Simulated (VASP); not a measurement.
# PbS (Galena) (Fm-3m) in VASP: notebook

One crystal, PbS (Galena), is run at these levels: LDA; tasks: phonons, elastic constants, Born charges and dielectric tensor.

Everything below comes from runs of VASP 6.6.1. Logs are shortened: lines on timing, memory, paths and dates and some standing lists are left out, and cuts for length are marked.

**Measured values to compare with.**

A printed reference work, monograph reports, for a bulk crystal of PbS at 300 K: high-frequency dielectric constant 17.2.

The runs below are set against these values where they give the same quantity.

## (1) The crystal as given

It takes space group Fm-3m (No. 225, cubic). Conventional cell: a = 5.931 Å, b = 5.931 Å, c = 5.931 Å, α = 90.00°, β = 90.00°, γ = 90.00°. Pb (site symmetry m-3m) is surrounded by 6 S at 2.97 Å. S (site symmetry m-3m) is surrounded by 6 Pb at 2.97 Å.

## (2) Phonons, LDA

File POSCAR:

```
PbS
1.0
    0.0000000000      2.9657500000      2.9657500000
    2.9657500000      0.0000000000      2.9657500000
    2.9657500000      2.9657500000      0.0000000000
Pb S
1 1
Direct
    0.0000000000      0.0000000000      0.0000000000
    0.5000000000      0.5000000000      0.5000000000
```

File INCAR.step1:

```
SYSTEM = PbS
PREC = Accurate ; ENCUT = 600
EDIFF = 1E-8 ; ISMEAR = -1
SIGMA = 0.05 ; LREAL = .FALSE.
LASPH = .TRUE. ; NELM = 60
ALGO = Normal ; ISIF = 3
LWAVE = .FALSE. ; LCHARG = .FALSE.
IBRION = 2 ; NSW = 40
EDIFFG = -0.002
```

File INCAR.step2:

```
SYSTEM = PbS
PREC = Accurate ; ENCUT = 600
EDIFF = 1E-8 ; ISMEAR = -1
SIGMA = 0.05 ; LREAL = .FALSE.
LASPH = .TRUE. ; NELM = 60
ALGO = Normal ; ISIF = 2
LWAVE = .FALSE. ; LCHARG = .FALSE.
IBRION = 6 ; NFREE = 2
POTIM = 0.015 ; NSW = 1
```

File KPOINTS:

```
Automatic mesh
0
G
  6 6 6
  0 0 0
```

Potentials or basis: VASP PAW LDA potentials, release 64 (Pb_d, S).

Launch:

```console
$ cat potpaw_LDA.64/Pb_d/POTCAR potpaw_LDA.64/S/POTCAR > POTCAR
$ cp INCAR.step1 INCAR
$ mpirun -np 1 vasp_std > vasp.out
$ cp CONTCAR POSCAR
$ cp INCAR.step2 INCAR
$ mpirun -np 1 vasp_std > vasp.out
```

OUTCAR:

```text
SYSTEM = PbS
   PREC = Accurate
   ENCUT = 600
   EDIFF = 1E-8
   ISMEAR = -1
   LREAL = .FALSE.
   LASPH = .TRUE.
   NELM = 60
   ISIF = 2
   IBRION = 6
   NFREE = 2
   POTIM = 0.015
   NSW = 1

 ion  position               nearest neighbor table
   1  0.000  0.000  0.000-   2 2.92   2 2.92   2 2.92   2 2.92   2 2.92   2 2.92
   2  0.500  0.500  0.500-   1 2.92   1 2.92   1 2.92   1 2.92   1 2.92   1 2.92

  LATTYP: Found a face centered cubic cell.
 ALAT       =     5.8427199004

  Lattice vectors:

 A1 = (   0.0000000000,   2.9213599502,   2.9213599502)
 A2 = (   2.9213599502,   0.0000000000,   2.9213599502)
 A3 = (   2.9213599502,   2.9213599502,   0.0000000000)

Analysis of symmetry for initial positions (statically):
=====================================================================
 Subroutine PRICEL returns:
 Original cell was already a primitive cell.

 Routine SETGRP: Setting up the symmetry group for a
 face centered cubic supercell.

 Subroutine GETGRP returns: Found 48 space group operations
 (whereof 48 operations were pure point group operations)
 out of a pool of 48 trial point group operations.

The static configuration has the point symmetry O_h .

Analysis of symmetry for dynamics (positions and initial velocities):
=====================================================================
 Subroutine PRICEL returns:
 Original cell was already a primitive cell.

 Routine SETGRP: Setting up the symmetry group for a
 face centered cubic supercell.

 Subroutine GETGRP returns: Found 48 space group operations
 (whereof 48 operations were pure point group operations)
 out of a pool of 48 trial point group operations.

The dynamic configuration has the point symmetry O_h .

 Subroutine INISYM returns: Found 48 space group operations
 (whereof 48 operations are pure point group operations),
 and found     1 'primitive' translations

----------------------------------------------------------------------------------------

                                     Primitive cell

  volume of cell :      49.8638

  direct lattice vectors                    reciprocal lattice vectors
     0.000000000  2.921359950  2.921359950    -0.171153164  0.171153164  0.171153164
     2.921359950  0.000000000  2.921359950     0.171153164 -0.171153164  0.171153164
     2.921359950  2.921359950  0.000000000     0.171153164  0.171153164 -0.171153164

  length of vectors
[... 267 lines left out ...]
 number of electron      20.0000000 magnetization

 Free energy of the ion-electron system (eV)
  ---------------------------------------------------
  ext. energy  EPLUGINS =         0.00000000
  ---------------------------------------------------
  free energy    TOTEN  =       -10.00361307 eV

  energy without entropy =      -10.00120029  energy(sigma->0) =      -10.00240668

 E-fermi :   6.2788     XC(G=0): -10.2397

 val. band max:        6.2492692510   @ k =   0.5000   0.0000   0.0000
 cond. band min:       6.3082767242   @ k =   0.5000   0.0000   0.0000
 fundamental gap:      0.0590074731
 Fermi energy:         6.2787730329

 k-point     1 :       0.0000    0.0000    0.0000
  band No.  band energies     occupation
      1     -10.6539      2.00000
      2     -10.6539      2.00000
      3     -10.6539      2.00000
      4     -10.6470      2.00000
      5     -10.6470      2.00000
      6      -7.7927      2.00000
      7       0.2080      2.00000
      8       3.8078      2.00000
      9       3.8083      2.00000
     10       3.8083      2.00000
     11      11.4100      0.00000
     12      11.4100      0.00000
     13      11.4128      0.00000
     14      12.7382      0.00000
[... 377 lines left out ...]
      1     -10.7637      2.00000
      2     -10.6512      2.00000
      3     -10.6429      2.00000
      4     -10.6137      2.00000
      5     -10.5963      2.00000
      6      -5.9741      2.00000
      7      -2.3292      2.00000
      8       1.3224      2.00000
      9       3.3489      2.00000
     10       4.0858      2.00000
     11       8.7681      0.00000
     12       9.5277      0.00000
     13      10.8900      0.00000
     14      13.2892      0.00000

 [... further k-points ...]
[... 5 lines left out ...]
  --------------------------------------------------------------------------------------
  -------------------------------------------------------------------------------------
  Total        0.0010657     -0.0028670     -0.0028670      0.0000000     -0.0000000      0.0000000
  in kB        0.0342424     -0.0921196     -0.0921196      0.0000000     -0.0000000      0.0000000
  external PRESSURE =      -0.0499990 kB  Pullay stress =       0.0000000 kB
[... 17 lines left out ...]
  FREE ENERGIE OF THE ION-ELECTRON SYSTEM (eV)
  ---------------------------------------------------
  free  energy   TOTEN  =       -10.0036130698 eV

  energy  without entropy=      -10.0012002859  energy(sigma->0) =      -10.00240668

 INTERNAL STRAIN TENSORS FROM DISPLACED ATOMS
 ============================================

 INTERNAL STRAIN TENSOR FOR ION    1 for displacements in x,y,z  (eV/Angst):
          X           Y           Z          XY          YZ          ZX
  --------------------------------------------------------------------------------
  x     0.00000     0.00000     0.00000     0.00000     0.00000     0.00000
  y     0.00000     0.00000     0.00000     0.00000     0.00000     0.00000
  z     0.00000     0.00000     0.00000     0.00000     0.00000     0.00000

 INTERNAL STRAIN TENSOR FOR ION    2 for displacements in x,y,z  (eV/Angst):
          X           Y           Z          XY          YZ          ZX
  --------------------------------------------------------------------------------
  x     0.00000     0.00000     0.00000     0.00000     0.00000     0.00000
  y     0.00000     0.00000     0.00000     0.00000     0.00000     0.00000
  z     0.00000     0.00000     0.00000     0.00000     0.00000     0.00000

 Eigenvectors and eigenvalues of the dynamical matrix
 ----------------------------------------------------

   1 f  =    0.976372 THz     6.134728 2PiTHz   32.568275 cm-1     4.037950 meV
             X         Y         Z           dx          dy          dz
      0.000000  0.000000  0.000000    -0.372059    0.000000   -0.000000
      2.921360  2.921360  2.921360     0.928209   -0.000000   -0.000000
[... 21 lines left out ...]
   6 f/i=    0.006276 THz     0.039436 2PiTHz    0.209358 cm-1     0.025957 meV
             X         Y         Z           dx          dy          dz
      0.000000  0.000000  0.000000    -0.007272   -0.118788   -0.920548
      2.921360  2.921360  2.921360    -0.002915   -0.047614   -0.368989

 ELASTIC MODULI CONTR FROM IONIC RELAXATION (kBar)
 Direction    XX          YY          ZZ          XY          YZ          ZX
 --------------------------------------------------------------------------------
 XX           0.0000      0.0000      0.0000      0.0000      0.0000      0.0000
 YY           0.0000      0.0000      0.0000      0.0000      0.0000      0.0000
 ZZ           0.0000      0.0000      0.0000      0.0000      0.0000      0.0000
 XY           0.0000      0.0000      0.0000      0.0000      0.0000      0.0000
 YZ           0.0000      0.0000      0.0000      0.0000      0.0000      0.0000
 ZX           0.0000      0.0000      0.0000      0.0000      0.0000      0.0000
 --------------------------------------------------------------------------------
```

OSZICAR.step1:

```text
N       E                     dE             d eps       ncg     rms          rms(c)
DAV:   1     0.161994081434E+03    0.16199E+03   -0.10546E+04   448   0.164E+03
DAV:   2     0.353316482907E+01   -0.15846E+03   -0.15414E+03   490   0.368E+02
DAV:   3    -0.100423997075E+02   -0.13576E+02   -0.12848E+02   568   0.107E+02
[... 29 lines left out ...]
DAV:   5    -0.100038081464E+02   -0.47699E-05   -0.64486E-05   578   0.105E-01    0.174E-02
DAV:   6    -0.100038088039E+02   -0.65744E-06   -0.76008E-06   498   0.386E-02    0.300E-03
DAV:   7    -0.100038084320E+02    0.37187E-06   -0.96013E-07   478   0.163E-02    0.122E-03
DAV:   8    -0.100038084174E+02    0.14637E-07   -0.14522E-07   536   0.569E-03    0.363E-04
DAV:   9    -0.100038084204E+02   -0.29968E-08   -0.48472E-09   236   0.693E-04
   3 F= -.10003808E+02 E0= -.10002560E+02  d E =-.189706E-01
```

Wall time 70 s (1 thread of Intel Xeon Platinum 8488C (Sapphire Rapids), shared host); peak memory 0.18 GiB.

Results:

| Item | Value |
| --- | --- |
| Relaxed volume | 24.93 Å³/atom |
| Relaxed cell | a = 4.131 Å, b = 4.131 Å, c = 4.131 Å, α = 60.00°, β = 60.00°, γ = 60.00° |
| Space group after relaxing (to 0.05 Å) | Fm-3m (No. 225) |
| Highest phonon frequency at Γ, LO-TO splitting left out | 33 cm⁻¹ |

Step by step:
```csv
step,energy change (eV),largest force (eV/Å),pressure (GPa),volume (Å³)
1,0.0000,0.0000,-2.56,52.17
2,-0.0166,0.0000,0.98,49.09
3,-0.0190,0.0000,0.00,49.86
```

Final structure:
```
Pb S
1.0
     0.00000    2.92136    2.92136
     2.92136    0.00000    2.92136
     2.92136    2.92136    0.00000
Pb S
1 1
Direct
  0.00000 0.00000 0.00000
  0.50000 0.50000 0.50000
```

Phonon frequencies in cm⁻¹ (negative: imaginary):
| q point | frequencies |
| --- | --- |
| (0.000, 0.000, 0.000) | 0 0 0 33 33 33 |

The run has no spin-orbit coupling, so splittings on Pb are missing.

(Continued in part 2 of 2.)
